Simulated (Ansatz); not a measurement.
Working through a relaxation followed by a look at the electronic structure of NaI, space group Fm-3m

Program: the Python package of Ansatz (0.2.0).

Run as a notebook:

**Cell 1**
```python
import warnings

import ansatz as az
import numpy as np


def count_gap(report):
    # lowest empty less highest filled band, counting bands; zero where they overlap
    return max(report.get("gap_by_band_count_ev") or 0.0, 0.0)
```

**Cell 2**
```python
def configured(crystal, spacing):
    return (
        crystal.calculation()
        .functional("pbe", dispersion="D3(BJ)")
        .occupations("fixed")
        .kpoints(spacing=spacing)
    )
```

**Cell 3**
```python
warnings.simplefilter("ignore", az.DeckWarning)
```

**Cell 4**
```python
vectors = np.array([
    [0.0, 3.2364, 3.2364],
    [3.2364, 0.0, 3.2364],
    [3.2364, 3.2364, 0.0],
])
crystal = (
    az.Lattice.of(vectors)
    .atom("Na", [0.0, 0.0, 0.0])
    .atom("I", [0.5, 0.5, 0.5])
)
```

**Cell 5**
```python
len(crystal.resolved().sites)
```
Output:
```text
2
```

**Cell 6**
```python
relaxed = configured(crystal, 0.4).relax(cell=True, force_tolerance=0.02, max_steps=40).checkpoint(write="relax.run").run(threads=1)
cell = np.asarray(relaxed.lattice.cell_ang)
print("relaxed edges (A):", np.linalg.norm(cell, axis=1).round(4), " volume:", round(abs(np.linalg.det(cell)), 3), "A^3")
for site in relaxed.lattice.sites:
    print(" ", site.symbol, np.round(site.position_frac, 4) + 0.0)
```
Output:
```text
relaxed edges (A): [4.4976 4.4976 4.4976]  volume: 64.33 A^3
  Na [0. 0. 0.]
  I [0.5 0.5 0.5]
```

**Cell 7**
```python
final = az.Crystal.from_checkpoint("relax.run")
outcome = configured(final, 0.3).functional("pbesol").stress().band_table().density_of_states(energy_step=0.05).run(threads=1)
summary = outcome.report
```

**Cell 8**
```python
summary["published_state_doubts"]
```
Output:
```text
[]
```

**Cell 9**
```python
summary["free_energy_ev"]
```
Output:
```text
-8911.196752493128
```

**Cell 10**
```python
dos = outcome.density_of_states()
print(f"pressure at the relaxed cell {np.trace(summary['stress_gpa']) / 3:.3f} GPa, gap by band count {count_gap(summary):.3f} eV")
if count_gap(summary) == 0:
    print("states/eV at the Fermi level:", round(float(np.interp(dos.fermi_ev, dos.energies_ev, dos.spin_summed_g_bin_mean_per_ev)), 3))
```
Output:
```text
pressure at the relaxed cell -0.923 GPa, gap by band count 3.649 eV
```

Absolute energies stand on the zero of these potentials, so only differences at equal settings mean something. A total without «per atom» is that of the cell as typed. Along an axis with an odd division the mesh misses the point at one half; a gap read on a finite mesh is an upper bound on this functional's gap. Semilocal gaps usually lie well under measured ones. The crystal has a gap of about 3.65 eV on the mesh; bins of finite width blur the band edges. The starting cell is as deposited in a crystallographic database; the results hold for this polymorph, which needn't be the stable one. Gaps and levels are Kohn-Sham values on a finite set of k-points, without spin-orbit coupling. Where the second run takes another functional or mesh than the relaxation, its pressure isn't zero; pressure is positive in compression. The computed bands are complete only to about 7.9 eV above the Fermi level; beyond that the density of states is undercounted. Wall time of the script: 4.9 s on 1 thread of Arm Neoverse V2, with other jobs on the host, peak memory 0.38 GiB.

(Lines on the test bed's own set-up are left out of the output.)
